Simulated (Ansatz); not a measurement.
**Cr in Ansatz: the effect of functional**

Crystal: Cr.

```
CELL_PARAMETERS angstrom
2.67732 0.00000 0.00000
-1.33866 2.31863 0.00000
0.00000 0.00000 4.35040
ATOMIC_POSITIONS crystal
Cr 0.66667 0.33333 0.75000
Cr 0.33333 0.66667 0.25000
```

This isn't the form of Cr at room conditions, which is bcc.

The cell isn't the ideal one: volume scaled by 0.96.

Alike in all runs:

- Program: Ansatz 0.2.0
- Task: single point
- Potentials or basis: Ansatz PAW
- k mesh: 11 × 11 × 6
- Occupations: fermi-dirac, width 0.05 eV
- Spin: collinear spin, ferromagnetic start
- Starting moments: [3.0, 3.0] μB

```tsv
functional	cutoff	pressure (GPa)	moment (μB)
LDA	420 eV (not typed: the program's choice for these potentials)	-35.2	0.30
PBEsol	420 eV (not typed: the program's choice for these potentials)	?	?
r2SCAN	500 eV (not typed: the program's choice for these potentials)	5.5	0.00
```

What does the run with functional PBEsol give?

Pressure -28.6 GPa; moment 1.24 μB.

Caveats: the PAW data sets come from PBE, with cores solved anew for the run's functional, which leaves a small shift of forces and pressure; the starting moments weren't kept (some runs); the magnetic or orbital state may not be the lowest (some runs).

Runs at the PBE level aren't shown here.
